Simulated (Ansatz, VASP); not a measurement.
# Cross-check of CdH2 between VASP and Ansatz, part 2 of 2

Wanted: the spread between two codes on one cell, functional and k mesh. The cell is generated by rule, not measured, and may not be a known phase. The two relaxations start from unlike cells of this crystal (the structure described is Ansatz's start), so only their ends are compared.

VASP 6.6.1 and Ansatz 0.2.0.

So far: The structure; Ansatz: relaxation of cell and atoms, PBEsol.

### 3. VASP: relaxation of cell and atoms, PBEsol

Level of this step: PBEsol; plane waves and PAW (Cd, H); invented cell (VASP).

Its own start cell and the same functional, mesh and smearing now go to VASP, with its own data sets.

Lines of VASP's logs that name or quote its potential files are left out, and so is its time.

File INCAR:

```
SYSTEM = CdH2
PREC = Accurate
ENCUT = 500
EDIFF = 1E-07
NELM = 120
ISMEAR = 1
SIGMA = 0.15
LREAL = .FALSE.
ALGO = Normal
GGA = PS
NBANDS = 40
LORBIT = 11
LWAVE = .FALSE.
LCHARG = .FALSE.
ISIF = 3
IBRION = 2
NSW = 80
EDIFFG = -0.005
LASPH = .TRUE.
GGA_COMPAT = .FALSE.
NELMIN = 4
KPAR = 2
```

File POSCAR:

```
CdH2
1.0
    0.0000000000      0.0000000000     -5.9152304113
    5.9152304113      0.0000000000      0.0000000000
    2.9576152057     -4.3856625979     -2.9576152057
Cd H
4 8
Direct
    0.5000000000      0.5000000000      0.0000000000
    0.0000000000      0.0000000000      0.0000000000
    0.2500000000      0.7500000000      0.5000000000
    0.7500000000      0.2500000000      0.5000000000
    0.6250000000      0.3803644917      0.2500000000
    0.1250000000      0.3696355083      0.2500000000
    0.6196355083      0.8750000000      0.7500000000
    0.6303644917      0.3750000000      0.7500000000
    0.1303644917      0.3750000000      0.7500000000
    0.1196355083      0.8750000000      0.7500000000
    0.1250000000      0.8696355083      0.2500000000
    0.6250000000      0.8803644917      0.2500000000
```

File KPOINTS:

```
Automatic mesh
0
Gamma
8 8 8
0 0 0
```

PAW data sets: Cd and H (PBE family, release 64).

Command:

```sh
> mpirun -np 2 vasp_std
```

Numbers of over 12 decimals in the logs are rounded to 6 here.

The log of the run:

```text
[banner, memory and clock lines left out]
running    2 mpi-ranks, on    1 nodes
 distrk:  each k-point on    1 cores,    2 groups
 distr:  one band on    1 cores,    1 groups

 POSCAR found type information on POSCAR CdH
 POSCAR found :  2 types and      12 ions
|                                                                             |
|               ----> ADVICE to this user running VASP <----                  |
|                                                                             |
|     You enforced a specific xc type in the INCAR file but a different       |
|     [... a line on the potential file left out ...]
|     I HOPE YOU KNOW WHAT YOU ARE DOING!                                     |
|                                                                             |

 LDA part: xc-table for (Slater+PW92), standard interpolation
 POSCAR, INCAR and KPOINTS ok, starting setup
 FFT: planning ... GRIDC
 FFT: planning ... GRID_SOFT
 FFT: planning ... GRID
 WAVECAR not read
 entering main loop
       N       E                     dE             d eps       ncg     rms          rms(c)
DAV:   1     0.363587659395E+03    0.36359E+03   -0.27062E+04  4752   0.126E+03
DAV:   2    -0.169050935896E+02   -0.38049E+03   -0.36703E+03  5144   0.337E+02
DAV:   3    -0.303365939704E+02   -0.13432E+02   -0.13389E+02  5664   0.702E+01
DAV:   4    -0.303824624545E+02   -0.45868E-01   -0.45863E-01  4888   0.404E+00
DAV:   5    -0.303826565867E+02   -0.19413E-03   -0.19413E-03  5560   0.224E-01    0.137E+01
DAV:   6    -0.280702845735E+02    0.23124E+01   -0.27438E+00  5584   0.173E+01    0.985E+00
DAV:   7    -0.276330258336E+02    0.43726E+00   -0.22278E+00  5016   0.688E+00    0.343E+00
DAV:   8    -0.276397600203E+02   -0.67342E-02   -0.26771E-01  5112   0.439E+00    0.643E-01
DAV:   9    -0.276390421278E+02    0.71789E-03   -0.11606E-02  5432   0.111E+00    0.277E-01
DAV:  10    -0.276398812819E+02   -0.83915E-03   -0.19213E-03  4920   0.253E-01    0.746E-02
DAV:  11    -0.276398522925E+02    0.28989E-04   -0.10314E-04  5392   0.868E-02    0.172E-02
DAV:  12    -0.276398467135E+02    0.55790E-05   -0.20900E-05  5176   0.202E-02    0.136E-02
DAV:  13    -0.276398453845E+02    0.13290E-05   -0.18576E-06  5136   0.738E-03    0.204E-03
DAV:  14    -0.276398455787E+02   -0.19415E-06   -0.56843E-07  4512   0.421E-03    0.171E-03
DAV:  15    -0.276398455012E+02    0.77483E-07   -0.96347E-08  2784   0.235E-03
   1 F= -.27639846E+02 E0= -.27640452E+02  d E =-.276398E+02
[... from here on, the cycles between the ionic steps are left out ...]
   2 F= -.27643620E+02 E0= -.27644241E+02  d E =-.377403E-02
   3 F= -.27645271E+02 E0= -.27645910E+02  d E =-.542551E-02
   4 F= -.27646584E+02 E0= -.27647229E+02  d E =-.131287E-02
   5 F= -.27649679E+02 E0= -.27650358E+02  d E =-.440848E-02
   6 F= -.27652500E+02 E0= -.27653299E+02  d E =-.722942E-02
   7 F= -.27652540E+02 E0= -.27653348E+02  d E =-.726852E-02
   8 F= -.27652601E+02 E0= -.27653418E+02  d E =-.618540E-04
   9 F= -.27652614E+02 E0= -.27653428E+02  d E =-.744577E-04
  10 F= -.27652681E+02 E0= -.27653495E+02  d E =-.665583E-04
 ZBRENT: can't locate minimum, use default step
 trial-energy change:   -0.000067  1 .order   -0.000066   -0.000068   -0.000064
 step:  13.6966(harm= 61.2176)  dis= 0.00561  next Energy=   -27.653225 (dE=-0.611E-03)
 bond charge predicted
       N       E                     dE             d eps       ncg     rms          rms(c)
DAV:   1    -0.276529581489E+02   -0.27765E-03   -0.48248E-02  4752   0.104E+00    0.652E-02
DAV:   2    -0.276528954508E+02    0.62698E-04   -0.25078E-04  5360   0.105E-01    0.381E-02
DAV:   3    -0.276528563099E+02    0.39141E-04   -0.37631E-05  5136   0.441E-02    0.980E-03
DAV:   4    -0.276528561439E+02    0.16599E-06   -0.61264E-06  5256   0.183E-02    0.561E-03
DAV:   5    -0.276528561988E+02   -0.54863E-07   -0.67607E-08  2968   0.171E-03
  11 F= -.27652856E+02 E0= -.27653672E+02  d E =-.242218E-03
 curvature: -14.19 expect dE=-0.172E-03 dE for cont linesearch -0.118E-03
 trial: gam=-0.15545 g(F)=  0.938E-05 g(S)=  0.274E-05 ort = 0.154E-04 (trialstep = 0.548E+01)
 search vector abs. value=  0.802E-05
 reached required accuracy - stopping structural energy minimisation
```

OUTCAR, selected parts (step 3):

```text
ion  position               nearest neighbor table
   1  0.500  0.500  0.000-   6 1.84   7 1.84   8 1.84   5 1.84   3 3.68   4 3.68   3 3.68   4 3.68
                             3 3.68   4 3.68   3 3.68   4 3.68
   2  0.000  0.000  0.000-   9 1.84  12 1.84  11 1.84  10 1.84   4 3.68   3 3.68   4 3.68   3 3.68
                             3 3.68   4 3.68   3 3.68   4 3.68
   3  0.250  0.750  0.500-  12 1.84   9 1.84  10 1.84  11 1.84   2 3.68   1 3.68   2 3.68   1 3.68
                             1 3.68   2 3.68   1 3.68   2 3.68
   4  0.750  0.250  0.500-   7 1.84   6 1.84   5 1.84   8 1.84   1 3.68   2 3.68   1 3.68   2 3.68
                             1 3.68   2 3.68   1 3.68   2 3.68
   5  0.625  0.380  0.250-   4 1.84   1 1.84
   6  0.125  0.370  0.250-   1 1.84   4 1.84
   7  0.620  0.875  0.750-   4 1.84   1 1.84
   8  0.630  0.375  0.750-   1 1.84   4 1.84
   9  0.130  0.375  0.750-   2 1.84   3 1.84
  10  0.120  0.875  0.750-   3 1.84   2 1.84
  11  0.125  0.870  0.250-   2 1.84   3 1.84
  12  0.625  0.880  0.250-   3 1.84   2 1.84

  LATTYP: Found a body centered tetragonal cell.
 ALAT       =     5.9152304113
 C/A-ratio  =     1.4828374528

 Subroutine GETGRP returns: Found 16 space group operations
 (whereof  4 operations were pure point group operations)

The static configuration has the point symmetry S_4 .
 The point group associated with its full space group is D_4h.

 Found     59 irreducible k-points:

   k-points           NKPTS =     59   k-points in BZ     NKDIM =     59   number of bands    NBANDS=     40

   dimension x,y,z NGX =    48 NGY =   48 NGZ =   48
   dimension x,y,z NGXF=    96 NGYF=   96 NGZF=   96

   ENCUT  =  500.0 eV  36.75 Ry    6.06 a.u.  10.78 10.78 11.05*2*pi/ulx,y,z

   NELECT =      56.0000    total number of electrons

 k-points in reciprocal lattice and weights: Automatic mesh
   0.00000000  0.00000000  0.00000000       0.002
   0.12500000  0.00000000  0.00000000       0.016
   0.25000000  0.00000000  0.00000000       0.016
   0.37500000  0.00000000  0.00000000       0.016
   0.50000000  0.00000000  0.00000000       0.008
   0.12500000  0.12500000  0.00000000       0.016
   0.25000000  0.12500000  0.00000000       0.031
   0.37500000  0.12500000  0.00000000       0.031
   0.50000000  0.12500000  0.00000000       0.031
[...]
-0.12500000 -0.12500000  0.37500000       0.008
   0.00000000  0.00000000  0.50000000       0.002

 average (electrostatic) potential at core
       1 -41.4535       2 -41.4535       3 -41.4535       4 -41.4535       5 -35.5671
       6 -35.5671       7 -35.5671       8 -35.5671       9 -35.5671      10 -35.5671
      11 -35.5671      12 -35.5671

 E-fermi :  -0.9967

 k-point     1 :       0.0000    0.0000    0.0000
  band No.  band energies     occupation
    ...
     25      -2.2246      2.00000
     26      -1.8628      2.00000
     27      -1.8331      2.00000
     28      -1.8331      2.00000
     29      -0.9737      0.74432
     30       0.9564     -0.00000
     31       1.6354     -0.00000
     32       1.6354     -0.00000
     33       1.6450     -0.00000
     34       5.6228      0.00000
    ...

 k-point     2 :       0.1250    0.0000    0.0000
  band No.  band energies     occupation
    ...
     24      -2.2549      2.00000
     25      -2.2548      2.00000
     26      -2.0994      2.00000
     27      -1.9021      2.00000
     28      -1.8840      2.00000
     29      -0.5364     -0.00013
     30       1.3761     -0.00000
     31       1.8261     -0.00000
     32       1.8321     -0.00000
     33       2.1355      0.00000
    ...

 k-point     3 :       0.2500    0.0000    0.0000
  band No.  band energies     occupation
    ...
     24      -2.5942      2.00000
     25      -2.3120      2.00000
     26      -2.3088      2.00000
     27      -2.0291      2.00000
     28      -2.0128      2.00000
     29       0.1239     -0.00000
     30       2.2269      0.00000
     31       2.3657      0.00000
     32       2.3678      0.00000
     33       3.3495      0.00000
    ...

  Total       -0.0184721      0.0002148     -0.0184721     -0.0000000      0.0000000      0.0000000
  in kB       -0.1904299      0.0022148     -0.1904299     -0.0000000      0.0000000      0.0000000
  external PRESSURE =      -0.1262150 kB  Pullay stress =       0.0000000 kB

  energy-cutoff  :      500.00
  volume of cell :      155.41
      direct lattice vectors                 reciprocal lattice vectors
    -0.000000000  0.000000000 -6.029685675    -0.000000000  0.116968275 -0.165846124
     6.029685675  0.000000000  0.000000000     0.165846124  0.116968275  0.000000000
     3.014842837 -4.274663350 -3.014842837     0.000000000 -0.233936551 -0.000000000

 POSITION                                       TOTAL-FORCE (eV/Angst)
 -----------------------------------------------------------------------------------
      3.01484      0.00000     -3.01484         0.000000      0.000000      0.000000
      0.00000     -0.00000     -0.00000        -0.000000     -0.000000      0.000000
      6.02969     -2.13733     -3.01484         0.000000     -0.000000      0.000000
      3.01484     -2.13733     -6.02969        -0.000000     -0.000000      0.000000
      3.03626     -1.06867     -4.52226        -0.004930     -0.000000      0.000000
      2.99343     -1.06867     -1.50742         0.004930      0.000000      0.000000
      7.53711     -3.20600     -6.00827         0.000000      0.000000     -0.004930
      4.52226     -3.20600     -6.05110         0.000000     -0.000000      0.004930
      4.52226     -3.20600     -3.03626         0.000000     -0.000000      0.004930
      7.53711     -3.20600     -2.99343         0.000000      0.000000     -0.004930
      6.00827     -1.06867     -1.50742         0.004930      0.000000      0.000000
      6.05110     -1.06867     -4.52226        -0.004930     -0.000000      0.000000
 -----------------------------------------------------------------------------------
    total drift:                                0.000000     -0.000000     -0.000000

  FREE ENERGIE OF THE ION-ELECTRON SYSTEM (eV)
  ---------------------------------------------------
  free  energy   TOTEN  =       -27.6528561988 eV

  energy  without entropy=      -27.6553031633  energy(sigma->0) =      -27.65367185

 reached required accuracy - stopping structural energy minimisation

 total charge
# of ion       s       p       d       tot
------------------------------------------
    1        0.483   0.351   9.520  10.355
    2        0.483   0.351   9.520  10.355
    3        0.483   0.351   9.520  10.355
    4        0.483   0.351   9.520  10.355
    5        0.518   0.009   0.000   0.526
    6        0.518   0.009   0.000   0.526
    7        0.518   0.009   0.000   0.526
    8        0.518   0.009   0.000   0.526
    9        0.518   0.009   0.000   0.526
   10        0.518   0.009   0.000   0.526
   11        0.518   0.009   0.000   0.526
   12        0.518   0.009   0.000   0.526
--------------------------------------------------
tot          6.073   1.473  38.082  45.628

[... 3 further parts left out ...]
```

Methfessel-Paxton smearing is not meant for a cell with a gap. The run keeps the 16 symmetry operations of its start, so it cannot find a distortion of lower symmetry.

### 4. Differences

Known differences besides the potentials themselves: the data sets hold 88 valence electrons in Ansatz (on its default PAW (the set named soft_2) files) and 56 in VASP; the cutoff is 420 eV in Ansatz and 500 eV in VASP; Ansatz makes its cores anew for this functional, VASP keeps those of its PBE data sets; Ansatz adds a Pulay correction to the stress that steers its cell, VASP none. Total energies have different zeros and are not compared.

Compared:

| quantity | Ansatz | VASP | difference |
| --- | --- | --- | --- |
| volume (Å³) | 154.66 | 155.41 | -0.49 % |
| edge a after relaxation, in the typed setting (Å) | 6.025 | 6.030 | -0.08 % |
| edge c after relaxation, in the typed setting (Å) | 6.025 | 6.037 | -0.20 % |

Found at a tolerance of 0.01 Å, the end structures differ in symmetry: Pn-3m in Ansatz, I4_1/acd in VASP; the atoms lie within 0.05 Å of each other, which can come from where the walks stopped or from unlike electronic states.

### 5. Results

```json
{
  "difference in volume (relaxation of cell and atoms, PBEsol)": "-0.49 %"
}
```

What this shows: The difference in volume is -0.49 % (relaxation of cell and atoms, PBEsol), within the 1.2 % picked in this series as the mark of a large difference, as far as the stopping tolerances let one tell. The data sets hold unlike numbers of valence electrons (88 in Ansatz and 56 in VASP), so part of the differences comes from the potentials. How closely two codes agree says nothing of how well the functional describes the real material.

[Lines on the potential files, build, host, timing and source positions are cut from VASP's logs without a mark.]

[Logs are printed without paths, hosts, clocks, repeated set-up lines and the standing remarks that a program may print on its own settings, such as how far it seeks lower states.]

[Hosts, paths, dates, database ids (printed as entryN), source tags and the programs' standing remarks are cut or masked in the printed files.]
